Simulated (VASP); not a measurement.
# Settings for Ti: self-consistent run

Ti, P-3m1 (no. 164), 2 atoms in the cell. PBE; PAW potentials Ti_sv (PBE set). VASP 6.6.1. The cell is changed on purpose: last atom moved by 0.08 Å along z, cell strained by +1.5% along z.

Wanted: stress within 0.2 GPa.

What the run is for: stress; Accuracy asked: standard.

POSCAR:
```
Ti
1.0
    2.9500000000      0.0000000000      0.0000000000
   -1.4750000000      2.5547749412      0.0000000000
    0.0000000000      0.0000000000      4.7502000000
Ti
2
Direct
    0.6666666700      0.3333333300      0.7500000000
    0.3333333300      0.6666666700      0.2670940200
```

The series start from Plane-wave cutoff (eV): 360; Smearing width (eV): 0.1; k-point mesh: 14 × 14 × 8; Precision mode (PREC): Accurate; Electronic threshold (eV): 1e-6; Bands in all (NBANDS): 22; Aspherical gradient terms in the spheres (LASPH): yes; Electronic algorithm: ALGO=Normal; Use of symmetry (ISYM): defaults; Density mixing: defaults. Each series keeps the choices made before it, and each single choice may use up half of a tolerance.

## Plane-wave cutoff (eV)

| Plane-wave cutoff (eV) | Stress, largest deviation (GPa) | SCF iterations | Time (s) |
|---|---|---|---|
| 220 | 17.36 | 15 | 11 |
| 280 | 0.47 | 13 | 12 |
| 320 | 0.32 | 13 | 18 |
| 360 | 0.82 | 13 | 22 |
| 410 | 0.68 | 13 | 22 |
| 480 | 0.14 | 14 | 29 |
| 580 | 0.01 | 14 | 39 |
| 720 (reference) | 0.00 | 13 | 59 |

Chosen: 580, the loosest value from which every tighter one stays within half of the tolerance.

## Smearing width (eV)

| Smearing width (eV) | Stress, largest deviation (GPa) | SCF iterations | Time (s) |
|---|---|---|---|
| 0.4 | 0.21 | 14 | 33 |
| 0.3 | 0.28 | 14 | 32 |
| 0.2 | 0.26 | 14 | 34 |
| 0.15 | 0.20 | 14 | 38 |
| 0.1 | 0.11 | 14 | 39 |
| 0.05 (reference) | 0.00 | 14 | 42 |

Chosen: 0.05; the next looser run is off by more than half of the tolerance, so convergence isn't shown beyond this value.

## k-point mesh

| k-point mesh | Stress, largest deviation (GPa) | SCF iterations | Time (s) |
|---|---|---|---|
| 5 × 5 × 3 | 0.20 | 12 | 4.7 |
| 6 × 6 × 3 | 0.48 | 12 | 4.9 |
| 8 × 8 × 4 | 0.22 | 12 | 8.0 |
| 9 × 9 × 5 | 0.10 | 14 | 12 |
| 12 × 12 × 7 | 0.23 | 12 | 21 |
| 14 × 14 × 8 | 0.30 | 14 | 42 |
| 17 × 17 × 9 | 0.08 | 12 | 66 |
| 20 × 20 × 11 (reference) | 0.00 | 13 | 122 |

Chosen: 17 × 17 × 9.

## Precision mode (PREC)

| Precision mode (PREC) | Stress, largest deviation (GPa) | SCF iterations | Time (s) |
|---|---|---|---|
| SingleN | 0.01 | 12 | 52 |
| Normal | 0.00 | 12 | 38 |
| Single | 0.01 | 12 | 80 |
| Accurate (reference) | 0.00 | 12 | 66 |

Chosen: SingleN.

## Electronic threshold (eV)

| Electronic threshold (eV) | Stress, largest deviation (GPa) | SCF iterations | Time (s) |
|---|---|---|---|
| 0.001 | 1.28 | 10 | 35 |
| 0.0001 | 0.10 | 11 | 55 |
| 1e-5 | 0.08 | 12 | 61 |
| 1e-6 | 0.08 | 12 | 52 |
| 1e-7 | 0.01 | 14 | 64 |
| 1e-8 (reference) | 0.00 | 17 | 68 |

Chosen: 1e-5.

## Bands in all (NBANDS)

| Bands in all (NBANDS) | Stress, largest deviation (GPa) | SCF iterations | Time (s) |
|---|---|---|---|
| 13 | 0.17 | 22 | 45 |
| 14 | 0.19 | 13 | 27 |
| 16 | 0.16 | 13 | 37 |
| 18 | 0.15 | 13 | 29 |
| 22 | 0.05 | 12 | 61 |
| 32 (reference) | 0.00 | 12 | 44 |

Chosen: 22.

## Aspherical gradient terms in the spheres (LASPH)

| Aspherical gradient terms in the spheres (LASPH) | Stress, largest deviation (GPa) | SCF iterations | Time (s) |
|---|---|---|---|
| no | 0.00 | 12 | 31 |
| yes (reference) | 0.00 | 12 | 61 |

Chosen: no.

## Electronic algorithm

| Electronic algorithm | Stress, largest deviation (GPa) | SCF iterations | Time (s) |
|---|---|---|---|
| ALGO=Normal | 0.00 | 12 | 31 |
| ALGO=Fast | 0.97 | 22 | 58 |
| ALGO=VeryFast | 0.13 | 43 | 118 |
| ALGO=All ISEARCH=1 | 0.08 | 16 | 34 |
| ALGO=All ISEARCH=0 | 0.08 | 16 | 34 |
| ALGO=Damped TIME=0.4 | 0.06 | 59 | 85 |
| ALGO=Damped TIME=0.1 | no result | 120 | 168 |
| ALGO=Old Fast | 0.10 | 15 | 41 |

Chosen: ALGO=Normal; no other choice that stays within half of the tolerance saves 30 % of the time.

## Use of symmetry (ISYM)

| Use of symmetry (ISYM) | Stress, largest deviation (GPa) | SCF iterations | Time (s) |
|---|---|---|---|
| defaults | 0.00 | 12 | 31 |
| ISYM=1 | 0.00 | 12 | 31 |
| ISYM=0 | 0.05 | 13 | 168 |
| ISYM=-1 | 0.05 | 13 | 338 |

Chosen: defaults.

## Density mixing

| Density mixing | Stress, largest deviation (GPa) | SCF iterations | Time (s) |
|---|---|---|---|
| defaults | 0.00 | 12 | 31 |
| AMIX=0.2 | 0.28 | 14 | 35 |
| AMIX=0.6 | 0.04 | 13 | 35 |
| AMIX=0.4 AMIN=0.6 IMIX=2 | 0.20 | 26 | 63 |
| BMIX=2.0 | 0.07 | 14 | 36 |
| AMIX=0.1 | 0.01 | 16 | 41 |
| MAXMIX=-10 | 0.00 | 12 | 32 |

Chosen: defaults.

## All choices together

| Input | Stress, largest deviation (GPa) | Time (s) |
|---|---|---|
| the program's defaults (naive) | 2.25 | 1.1 |
| chosen settings | 0.06 | 31 |
| reference settings throughout | 0.00 | 270 |

The chosen settings stay within the tolerance of the reference run, but the reference itself isn't shown to be converged in: Smearing width (eV).

Values of the reference run: Stress: -2.478, 0, 0, 0, -2.478, 0, 0, 0, -4.263 GPa.

## The input

INCAR:
```
SYSTEM = Ti
ALGO     = Normal         ! electronic algorithm
EDIFF    = 1E-5           ! SCF threshold, eV
ENCUT    = 580            ! plane-wave cutoff, eV
GGA      = PE             ! functional
GGA_COMPAT= .False.      
ISIF     = 2              ! what is computed and relaxed
ISMEAR   = 1              ! smearing method
KPAR     = 2            
LASPH    = .False.        ! aspherical terms in the spheres
LCHARG   = .False.        ! write CHGCAR
LREAL    = .False.        ! projectors in reciprocal space
LWAVE    = .False.        ! write WAVECAR
NBANDS   = 22             ! bands
NELM     = 120            ! most SCF steps
PREC     = SingleN        ! precision mode
SIGMA    = 0.05           ! smearing width, eV
```

KPOINTS:
```
Automatic mesh
0
Gamma
  17 17 9
  0 0 0
```

Commands:
```
cat potpaw_PBE.64/Ti_sv/POTCAR > POTCAR
mpirun -np 2 vasp_std > vasp.out
```

The chosen input took VASP 6.6.1 31 s on 2 cores (Intel Xeon Platinum 8488C (Sapphire Rapids)), a shared host.

## An input that fails: damping step far too long

The electronic loop stops at its limit of 62 steps.

Changes against the starting input:
```
- ALGO = Normal
- NELM = 120
+ ALGO = Damped
+ NELM = 62
+ TIME = 4.0
```
